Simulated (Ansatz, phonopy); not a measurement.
# AlP (F-43m): phonons against volume, part 2 of 2

Which modes of AlP drive its thermal expansion?

Measurements to reproduce:
- heat capacity C_P per formula unit 42 J/mol/K and bulk modulus 86 GPa near room temperature (given in “High-Throughput Prediction of Finite-Temperature Properties using the Quasi-Harmonic Approximation”, 2016, arXiv:1603.06924)

Ansatz 0.2.0; DFT LDA, scalar-relativistic, plane waves, PAW.

So far. Step 13 (Lattice dynamics at this volume, V/V0 0.97): No mode is imaginary beyond numerical noise at the solved wavevectors. The highest zone-centre mode (no LO–TO term) moved by +3.7 % for a volume change of -3.0 %. Step 14 (A cell at another volume, V/V0 1.05): The run ends at a pressure of -3.97 GPa.

The database entry behind the starting cell differs from later determinations by our own check (0.1 to 0.3 % short, probably kX units), so it need not match the best structure at ambient conditions.

### 15. Phonons, V/V0 1.05

Contents of input.yaml:

```yaml
crystal:
  lattice:
    - [0.0, 2.7615266063, 2.7615266063]
    - [2.7615266063, 0.0, 2.7615266063]
    - [2.7615266063, 2.7615266063, 0.0]
  atoms:
    - { symbol: Al, position: [0.0, 0.0, 0.0] }
    - { symbol: P, position: [0.25, 0.25, 0.25] }
kpoints:
  mp_grid: { grid: [8, 8, 8] }
hamiltonian:
  xc: lda
scf:
  occupations: { method: fixed }
output:
  eigenvalues: true
phonons:
  method: dfpt
  dielectric: true
  rigid_motions: translations
  qmesh: [4, 4, 4]
  temperatures: { t_max: 1000, t_step: 50 }
  qpath:
    path:
      - [[0.0, 0.0, 0.0], [-0.5, -0.5, 0.0], [-0.375, -0.375, 0.25]]
      - [[-0.375, 0.0, 0.375], [0.0, 0.0, 0.0], [0.0, 0.0, 0.5], [-0.5, -0.25, 0.25], [-0.5, -0.5, 0.0]]
    npoints: 10
```

Run with:

```sh
$ ansatz run input.yaml --threads 4 --pin off --max-ram 16384MiB --backend cpu --events-out ev --progress --plain --runs-dir out
```

Elapsed: 40 s, on 4 threads of Arm Neoverse V1, shared host; peak memory 0.7 GiB; 2.5 min of CPU time.

LO-TO term included. The phonon branches at the labelled points (cm⁻¹):

| point | branch 1 | branch 2 | branch 3 | branch 4 | branch 5 | branch 6 |
| --- | --- | --- | --- | --- | --- | --- |
| Γ | 0 | 0 | 0 | 415 | 415 | 470 |
| halfway | 120 | 120 | 206 | 392 | 392 | 449 |
| X | 148 | 148 | 335 | 380 | 380 | 394 |
| halfway | 149 | 166 | 326 | 375 | 381 | 394 |
| U | 148 | 192 | 311 | 352 | 382 | 402 |
| jump to K | 148 | 192 | 311 | 352 | 382 | 402 |
| halfway | 102 | 147 | 210 | 399 | 399 | 427 |
| Γ | 0 | 0 | 0 | 415 | 415 | 470 |
| halfway | 87 | 87 | 201 | 404 | 404 | 441 |
| L | 110 | 110 | 328 | 375 | 398 | 398 |
| halfway | 141 | 173 | 300 | 357 | 390 | 404 |
| W | 176 | 197 | 305 | 340 | 383 | 398 |
| halfway | 161 | 171 | 319 | 364 | 387 | 391 |
| X | 148 | 148 | 335 | 380 | 380 | 394 |

No mode is imaginary beyond numerical noise at the solved wavevectors. The highest zone-centre mode (no LO–TO term) moved by -5.8 % for a volume change of +5.0 %.

### 16. Mode Grüneisen parameters

This step: DFT LDA, scalar-relativistic, plane waves, PAW (phonopy 4.10.0).

This step gave:

- share of modes with a negative Grüneisen parameter: 0.333

Mean Grüneisen, by row:

| T (K) | heat-capacity-weighted mean | root mean square |
| --- | --- | --- |
| 50 | -0.746 | 0.956 |
| 100 | -0.283 | 1.009 |
| 200 | 0.287 | 1.122 |
| 300 | 0.438 | 1.155 |
| 500 | 0.519 | 1.173 |
| 800 | 0.548 | 1.179 |

The mean mode Grueneisen parameter by wavenumber:

| wavenumber (cm⁻¹) | mean mode Grueneisen parameter |
| --- | --- |
| 8 | - |
| 25 | -0.592 |
| 58 | -0.279 |
| 74 | -0.589 |
| 107 | -1.02 |
| 123 | -0.886 |
| 140 | -1.04 |
| 172 | -0.436 |
| 189 | -0.413 |
| 205 | 0.952 |
| 238 | 0.936 |
| 255 | 0.914 |
| 288 | 0.907 |
| 304 | 0.885 |
| 320 | 0.951 |
| 353 | 1.11 |
| 370 | 1.22 |
| 386 | 1.28 |
| 419 | 1.5 |
| 435 | 1.37 |
| 468 | 1.04 |
| 485 | 1.03 |

Volume series, by row:

| V/V0 | V (Å³/atom) | pressure (GPa) | E - E0 (meV/atom) | gap (eV) | zero-point energy (meV/atom) | lowest on the path (cm⁻¹) | highest at Gamma without the LO-TO term (cm⁻¹) |
| --- | --- | --- | --- | --- | --- | --- | --- |
| 0.97 | 19.45 | 2.92 | 5.346 | 1.359 | 58.06 | 0 | 456.7 |
| 0.985 | 19.76 | 1.404 | 1.296 | 1.39 | 57.22 | 0 | 448.4 |
| 1 | 20.06 | -0.001 | 0 | 1.419 | 56.39 | 0 | 440.2 |
| 1.015 | 20.36 | -1.301 | 1.234 | 1.448 | 55.57 | 0 | 432.4 |
| 1.03 | 20.66 | -2.505 | 4.825 | 1.475 | 54.76 | 0 | 424.7 |
| 1.05 | 21.06 | -3.973 | 12.96 | 1.51 | 53.69 | 0 | 414.9 |

Optical frequency at Gamma without the LO-TO term, mode 4 against V/V0:

| V/V0 | optical frequency at Gamma without the LO-TO term, mode 4 (cm⁻¹) |
| --- | --- |
| 0.9700 | 457 |
| 0.9850 | 448 |
| 1.0000 | 440 |
| 1.0150 | 432 |
| 1.0300 | 425 |
| 1.0500 | 415 |

Grüneisen at points, by row:

| point | branch | frequency (cm⁻¹) | mode Grüneisen parameter |
| --- | --- | --- | --- |
| Γ | 4 | 440.2 | 1.21 |
| Γ | 6 | 494 | 1.02 |
| X | 1 | 137.9 | -1.83 |
| X | 3 | 353.4 | 1.1 |
| X | 4 | 412.5 | 0.93 |
| X | 5 | 413.5 | 1.67 |
| U | 1 | 139.6 | -1.46 |
| U | 2 | 187.5 | -0.62 |
| U | 3 | 329.1 | 1.15 |
| U | 4 | 373.2 | 1.16 |
| U | 5 | 413.8 | 1.62 |
| U | 6 | 432.9 | 1.51 |
| K | 1 | 139.6 | -1.46 |
| K | 2 | 187.5 | -0.62 |
| K | 3 | 329.1 | 1.15 |
| K | 4 | 373.2 | 1.16 |
| K | 5 | 413.8 | 1.62 |
| K | 6 | 432.9 | 1.51 |
| L | 1 | 102.1 | -1.77 |
| L | 3 | 335.8 | 0.46 |
| L | 4 | 402.9 | 1.48 |
| L | 5 | 427.4 | 1.43 |
| W | 1 | 171.8 | -0.71 |
| W | 2 | 192.3 | -0.65 |
| W | 3 | 323.5 | 1.21 |
| W | 4 | 358.3 | 1.09 |
| W | 5 | 416.6 | 1.67 |
| W | 6 | 430.3 | 1.56 |

### 17. Free-energy fit

Numbers from this step:

```yaml
volume_expansion_coefficient_at_300_k: 8.96 1e-6/K
isothermal_bulk_modulus_at_300_k: 86.86 GPa
c_p_at_300_k: 20.62 J/mol-atom/K
grueneisen_parameter_at_300_k: 0.459
```

Energy (each curve on its own zero) against volume; values in meV/atom:

| volume (Å³/atom) | static | F at 0 K | F at 300 K | F at 900 K |
| --- | --- | --- | --- | --- |
| 19.455 | 5.35 | 7.46 | 7.7 | 10.6 |
| 19.756 | 1.3 | 2.57 | 2.78 | 4.67 |
| 20.057 | 0 | 0.44 | 0.57 | 1.37 |
| 20.358 | 1.23 | 0.85 | 0.86 | 0.47 |
| 20.658 | 4.82 | 3.63 | 3.48 | 1.81 |
| 21.059 | 13.0 | 10.7 | 10.3 | 6.78 |

Phonopy-qha, vinet fit of F(V) at each temperature; no electronic free energy. Qha vinet, by row:

| T (K) | fitted volume (Å³/atom) | alpha_V (1e-6/K) | B_T (GPa) | C_P (J/mol-atom/K) | Grueneisen |
| --- | --- | --- | --- | --- | --- |
| 100 | 20.15 | -1.79 | 88.46 | 8.422 | -0.2268 |
| 150 | 20.15 | 1.56 | 88.16 | 13.28 | 0.1254 |
| 200 | 20.16 | 4.86 | 87.77 | 16.79 | 0.3084 |
| 250 | 20.16 | 7.28 | 87.33 | 19.1 | 0.4043 |
| 300 | 20.17 | 8.96 | 86.86 | 20.62 | 0.4593 |
| 350 | 20.18 | 10.16 | 86.38 | 21.65 | 0.4938 |
| 400 | 20.19 | 11.05 | 85.89 | 22.38 | 0.517 |
| 450 | 20.2 | 11.73 | 85.4 | 22.9 | 0.5336 |
| 500 | 20.21 | 12.26 | 84.91 | 23.29 | 0.5461 |
| 550 | 20.23 | 12.7 | 84.41 | 23.59 | 0.5559 |
| 600 | 20.24 | 13.08 | 83.92 | 23.83 | 0.5639 |
| 650 | 20.25 | 13.4 | 83.42 | 24.02 | 0.5706 |
| 700 | 20.27 | 13.69 | 82.92 | 24.17 | 0.5764 |
| 750 | 20.28 | 13.95 | 82.43 | 24.3 | 0.5814 |
| 800 | 20.3 | 14.19 | 81.93 | 24.41 | 0.586 |
| 850 | 20.31 | 14.41 | 81.44 | 24.5 | 0.5902 |

The volume expansion coefficient, phonopy-qha, Vinet by temperature:

| temperature (K) | volume expansion coefficient, phonopy-qha, Vinet (1e-6/K) |
| --- | --- |
| 75 | -2.43 |
| 125 | -0.26 |
| 150 | 1.56 |
| 200 | 4.86 |
| 225 | 6.18 |
| 275 | 8.19 |
| 300 | 8.96 |
| 350 | 10.2 |
| 375 | 10.6 |
| 425 | 11.4 |
| 450 | 11.7 |
| 500 | 12.3 |
| 525 | 12.5 |
| 575 | 12.9 |
| 600 | 13.1 |
| 650 | 13.4 |
| 675 | 13.6 |
| 725 | 13.8 |
| 750 | 13.9 |
| 800 | 14.2 |
| 825 | 14.3 |
| 875 | 14.5 |

The fit gives a volume expansion of 8.96 × 10⁻⁶/K at 300 K.

### 18. Results

| Property | Result |
| --- | --- |
| volume expansion coefficient at 300 K | 8.96 1e-6/K |
| isothermal bulk modulus at 300 K | 86.86 GPa |
| C_P at 300 K | 20.62 J/mol-atom/K |
| Grüneisen parameter at 300 K | 0.459 |
| mean mode Grüneisen parameter at 300 K | 0.438 |

**Reading.** Near room temperature AlP expands by 8.96 × 10⁻⁶/K in volume by LDA, with C_P = 20.6 J/(mol K) per mole of atoms and B_T = 86.9 GPa. At low temperature the volume shrinks on warming, because modes with negative Grüneisen parameters outweigh the rest; the coefficient turns positive near 130 K. C_P at room temperature is 83 % of the classical 3R an atom, so the stiffest modes are still partly frozen out. A measured bulk modulus near room temperature is 86 GPa (arXiv:1603.06924); the calculated 86.9 GPa differs by +1 %. The table does not say whether its value is isothermal or adiabatic. A measured heat capacity per formula unit near room temperature is 42 J/mol/K (arXiv:1603.06924); the calculated 41.2 J/mol/K differs by -2 %. The heat-capacity-weighted Grüneisen parameter goes from -0.746 at 50 K to 0.548 at 800 K; 33 % of the modes stiffen on expansion. Weighting γ by the density of states and each mode's heat capacity at 300 K, the lowest third of the frequency range (cuts at 160 and 330 cm⁻¹) pulls the cell inward, while the rest pushes it outward. Among the labelled points γ is largest for branch 5 at X (414 cm⁻¹, 1.7) and most negative for branch 1 at X (138 cm⁻¹, -1.8). The log warns that the k-mesh is coarse for the response calculation and asks for a check on a denser one. The interpolation has no quadrupole term, so branches near the zone centre are less sure, since this crystal has sites that are not centres of inversion. The PAW files were made for PBE and are used here under another functional, for which the program regenerates the frozen cores.

[Logs are printed without paths, hosts, clocks, repeated set-up lines and the standing remarks that a program may print on its own settings, such as how far it seeks lower states.]

[Hosts, paths, dates, database ids (printed as entryN), source tags and the programs' standing remarks are cut or masked in the printed files.]

[A step with changed settings may run another functional than the one named; its input shows which.]

[Of the runs on displaced cells, only some may be shown.]
